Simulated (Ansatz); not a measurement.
The cell comes from COD entry 9007661, which wasn't checked; take it as a given geometry.

A run of Ansatz 0.2.0 printed the following.

```
Mo: projections on atomic orbitals take those of the free atom 1s2 2s2 2p6 3s2 3p6 3d10 4s2 4p6 4d5 5s1, of charge +0.00 (hamiltonian.pseudopotentials.projection_atoms)
S: projections on atomic orbitals take those of the free atom 1s2 2s2 2p6 3s2 3p4, of charge +0.00 (hamiltonian.pseudopotentials.projection_atoms)
LAPW: plane waves up to 8.794 Å⁻¹, error target 5.0e-4 eV per atom; small_component_spin mean_spin; S in spheres of 1.057 Å, 14 of its electrons in bands, Dirac shells []; Mo in spheres of 1.308 Å, 30 of its electrons in bands, Dirac shells []
Engine: ansatz 0.2.0
Pseudopotentials: kind: all_electron
Pseudopotential: Mo, LAPW, valence charge 30, Koelling and Harmon's equation, gaussian nucleus
Pseudopotential: S, LAPW, valence charge 14, Koelling and Harmon's equation, gaussian nucleus
Functional definition: PBEsol
  exchange = pbesol_x
  correlation = pbesol_c
Crystal: 3 atoms, lattice volume = 53.054 Å³
Basis set: ecut = 294.61379534820543 eV, 611 PW (Γ), FFT grids on a1−a3, a2−a3, a3, exchange–correlation at level 2
Bands: 35, of which v1, the nominal top of the filled ones, is band 29 counted from 1 (28 counted from 0)
Symmetry: 6 space group operations
Space group: R3m (ITA 160), of the structure as read, at distance tolerance 3.8e-5 Å
k-points: 231 of 2197 (time reversal used)
Non-local potential: Mo, projectors of the file, none
Non-local potential: S, projectors of the file, none
Initial density: superposition of atomic densities (chi_scale 0.1, normalization cell, long waves kept (reshape's long-wave potential 0.14 eV rms))
Initial wavefunctions: plane waves of lowest kinetic energy (no species holds an atomic orbital)
Functional: x = pbesol(κ = 0.804, μ = 0.12345679012345678), c = pbesol(β = 0.046)
iter 1 solved again at ethr=4.88e-3 eV; its pass at ethr=1.00e-1 eV (dr2=2.83e0 eV) is discarded
SCF iter   1: F=—  HF=-131814.546666 eV  |F-HF|=—  |Δ(HF+E_count)|=         —  Δρ=6.44e-2  dr2=2.83e0  ethr=4.88e-3  ⟨swp⟩=2.0  Hψ=54028  notcnv=0
preconditioner: auto → Resta (q_TF=auto, 2.769 Å⁻¹)  ε∞=5.2  [insulator: Δε(μ)=0.806 eV  Ē_g=10.556 eV  σ=0.050 eV  W_gap=1.00  n_scr=22 (ndim 8)  ℏωp=21.6 eV  f_vac=0.111  D(μ)=0.00/eV (n_scr^D=0)  ε∞_Penn≈5.2]
SCF iter   2: F=—  HF=-131813.722182 eV  |F-HF|=—  |Δ(HF+E_count)|=   8.24e-1  Δρ=3.43e-2  dr2=2.30e0  ethr=4.88e-3  ⟨swp⟩=3.0  Hψ=24451  notcnv=0
SCF iter   3: F=—  HF=-131813.277493 eV  |F-HF|=—  |Δ(HF+E_count)|=   4.45e-1  Δρ=1.82e-2  dr2=2.36e-1  ethr=3.96e-3  ⟨swp⟩=2.0  Hψ=21715  notcnv=0
iter 4 solved again at ethr=3.73e-5 eV; its pass at ethr=4.07e-4 eV (dr2=2.16e-2 eV) is discarded
SCF iter   4: F=—  HF=-131813.211755 eV  |F-HF|=—  |Δ(HF+E_count)|=         —  Δρ=3.61e-3  dr2=2.15e-2  ethr=3.73e-5  ⟨swp⟩=2.0  Hψ=41252  notcnv=0
the basis was enlarged: its passes take 10.2 MiB over the memory plan, 1 of 1 planned eigensolver slots
SCF iter   5: F=—  HF=-131813.208283 eV  |F-HF|=—  |Δ(HF+E_count)|=   3.47e-3  Δρ=2.28e-3  dr2=5.90e-3  ethr=3.71e-5  ⟨swp⟩=2.0  Hψ=23805  notcnv=0
SCF iter   6: F=—  HF=-131813.207224 eV  |F-HF|=—  |Δ(HF+E_count)|=   1.06e-3  Δρ=7.90e-4  dr2=6.03e-4  ethr=1.02e-5  ⟨swp⟩=2.0  Hψ=22645  notcnv=0
SCF iter   7: F=—  HF=-131813.207183 eV  |F-HF|=—  |Δ(HF+E_count)|=   4.07e-5  Δρ=1.17e-4  dr2=2.36e-5  ethr=1.04e-6  ⟨swp⟩=2.1  Hψ=22662  notcnv=0
SCF iter   8: F=—  HF=-131813.207196 eV  |F-HF|=—  |Δ(HF+E_count)|=   1.23e-5  Δρ=7.18e-5  dr2=7.15e-6  ethr=4.07e-8  ⟨swp⟩=3.0  Hψ=23363  notcnv=0
SCF iter   9: F=—  HF=-131813.207196 eV  |F-HF|=—  |Δ(HF+E_count)|=   5.89e-7  Δρ=1.48e-5  dr2=1.94e-7  ethr=1.23e-8  ⟨swp⟩=3.0  Hψ=23218  notcnv=0
SCF iter  10: F=-131813.207196 eV  HF=-131813.207196 eV  |F-HF|=2.91e-10  |Δ(HF+E_count)|=   2.01e-8  Δρ=3.81e-6  dr2=9.66e-9  ethr=3.35e-10  ⟨swp⟩=3.0  Hψ=23578  notcnv=0
SCF 1 converged in 10 iterations: F = -131813.207196 eV  dr2 = 9.66e-9
NSCF: frozen V_eff on 113 k-points
SCF converged after 10 iterations
Free energy (F): -131813.207196 eV
Harris-Foulkes:  -131813.207196 eV  (|F-HF|=2.91e-10)
Internal energy: -131813.207188 eV  (E = F + TS)
E sigma→0 (E₀):  -131813.207192 eV
Entropy (-TS):   -0.000008 eV (-0.003 meV/atom)
Fermi energy:    12.793407 eV
--- Per-component energies (eV) ---
  E_band       = -6794.342120
  E_kinetic    = 135895.679524
  E_xc         = -4674.295874
  E_electrostatic = -263034.590838  (all electrons and nuclei)
  E_smearing   = -0.000008  (= −TS)
  E_closure    = 0.000000  (closes the sum)
  E_atoms      = -131789.879735  (free atoms, spherical and without spin; not in F)
  Σ components = -131813.207196   (vs F -131813.207196, Δ=0.00e0)
  Basis errors (estimates in eV, not in F): energy 2.5e-4 per atom: plane waves 2.3e-4 (1.3e-4 summed), levels above the bands 2.6e-63, relativity 9.8e-9, radial functions 2.1e-5, core shells 5.7e-7; eigenvalues (radial functions only) 4.5e-7; not estimated: angular momenta, meshes, grids; target (lapw.basis_error) 5.0e-4; muffin-tin radii S 1.057 Å, Mo 1.308 Å
--- Forces (eV/Å), atoms counted from 1 ---
  atom   1  Mo     0.00000000     0.00000000    -0.00342826
  atom   2  S      0.00000000    -0.00000000     1.01383779
  atom   3  S     -0.00000000     0.00000000    -1.01044154
  max |Σ_I F_I| component: 3.20e-5 eV/Å
--- Stress (GPa, compression-positive) ---
        1.698478       0.000000       0.000000
        0.000000       1.698478      -0.000000
        0.000000      -0.000000       9.360742
  P = ⅓ Tr σ = 4.2526 GPa (42.526 kbar)
--- Band table (eV; the first three rows and the last of 231) ---
  k-point 0: bands = ["-363.6738", "-363.6566", "-363.6566", "-205.8367", "-205.8367", "-205.8242", "-205.8170", "-205.8170", "-193.2204", "-193.2153", "-138.2936", "-138.2936", "-138.2888", "-138.2888", "-138.2385", "-138.2324", "-49.1053", "-23.3116", "-23.0859", "-23.0859", "-2.8675", "-1.0045", "5.2274", "8.6303", "8.6303", "9.8419", "9.8419", "11.1900", "11.3029", "14.3975", "14.3975", "14.9337", "14.9337", "17.6617", "20.3788"]
  k-point 1: bands = ["-363.6738", "-363.6566", "-363.6566", "-205.8367", "-205.8367", "-205.8242", "-205.8170", "-205.8170", "-193.2204", "-193.2153", "-138.2936", "-138.2936", "-138.2888", "-138.2888", "-138.2385", "-138.2324", "-49.1029", "-23.3067", "-23.1107", "-23.0914", "-2.7733", "-0.9801", "5.3330", "8.4395", "8.7297", "9.5308", "9.6954", "11.2011", "11.4136", "14.3254", "14.5642", "14.6182", "14.8284", "18.0971", "20.6480"]
  k-point 2: bands = ["-363.6738", "-363.6566", "-363.6566", "-205.8367", "-205.8367", "-205.8242", "-205.8170", "-205.8170", "-193.2204", "-193.2153", "-138.2936", "-138.2936", "-138.2888", "-138.2888", "-138.2385", "-138.2324", "-49.0961", "-23.2929", "-23.1790", "-23.1068", "-2.5031", "-0.9100", "5.6101", "7.9917", "8.9075", "9.0125", "9.3400", "11.1261", "11.3755", "14.0281", "14.4105", "14.5561", "14.9746", "19.0906", "20.7323"]
  k-point 230: bands = ["-363.6738", "-363.6566", "-363.6566", "-205.8367", "-205.8367", "-205.8242", "-205.8170", "-205.8170", "-193.2204", "-193.2153", "-138.2936", "-138.2936", "-138.2888", "-138.2888", "-138.2385", "-138.2324", "-49.1029", "-23.3068", "-23.1107", "-23.0914", "-2.5607", "-1.3567", "6.2560", "8.4265", "8.6986", "8.7161", "9.7209", "10.0514", "12.3195", "14.3484", "14.6342", "14.7226", "14.7291", "18.1275", "21.2084"]
--- Löwdin populations: 3 sites ---
  site symbol       q [e]
     0     Mo     41.7111
     1      S     16.0392
     2      S     16.0423
  spilling = 0.002802 (of n_electrons = 74.000000)
```

The cell and starting positions:

```
CELL_PARAMETERS angstrom
1.58150 0.91308 6.12333
-1.58150 0.91308 6.12333
0.00000 -1.82616 6.12333
ATOMIC_POSITIONS crystal
Mo 0.00000 0.00000 0.00000
S 0.74840 0.74840 0.74840
S 0.58490 0.58490 0.58490
```

Parts of the input that the log doesn't repeat:

```yaml
  band_path:
    path:
      - [0.0, 0.0, 0.0]
      - [0.5, 0.5, 0.5]
      - [0.8185098338, 0.1814901662, 0.5]
      - [0.5, -0.1814901662, 0.1814901662]
      - [0.5, 0.0, 0.0]
      - [0.0, 0.0, 0.0]
      - [0.3407450831, -0.3407450831, 0.0]
      - [0.6592549169, 0.0, 0.3407450831]
      - [0.5, 0.0, 0.5]
    npoints: 14
output:
  forces: true
  stress: true
  eigenvalues: true
  fatbands: true
  populations: true
  dos: { projected: true, de: 0.2, e_range: [-14, 8] }
```

(1) Write the input that produced this log.

Answers

(1) 
```yaml
crystal:
  lattice:
    - [1.5815003568, 0.9130796567, 6.12333]
    - [-1.5815003568, 0.9130796567, 6.12333]
    - [0.0, -1.8261593134, 6.12333]
  atoms:
    - { symbol: Mo, position: [0.0, 0.0, 0.0] }
    - { symbol: S, position: [0.7484, 0.7484, 0.7484] }
    - { symbol: S, position: [0.5849, 0.5849, 0.5849] }
kpoints:
  mp_grid: { grid: [13, 13, 13] }
  band_path:
    path:
      - [0.0, 0.0, 0.0]
      - [0.5, 0.5, 0.5]
      - [0.8185098338, 0.1814901662, 0.5]
      - [0.5, -0.1814901662, 0.1814901662]
      - [0.5, 0.0, 0.0]
      - [0.0, 0.0, 0.0]
      - [0.3407450831, -0.3407450831, 0.0]
      - [0.6592549169, 0.0, 0.3407450831]
      - [0.5, 0.0, 0.5]
    npoints: 14
scf:
  occupations: { method: fermi_dirac, width: 0.05 }
hamiltonian:
  xc: pbesol
  pseudopotentials: { kind: all_electron, lapw: { basis_error: 0.0005 } }
output:
  forces: true
  stress: true
  eigenvalues: true
  fatbands: true
  populations: true
  dos: { projected: true, de: 0.2, e_range: [-14, 8] }
```
This is the input that was run; digits and keys that the log doesn't show could differ in an equivalent one.
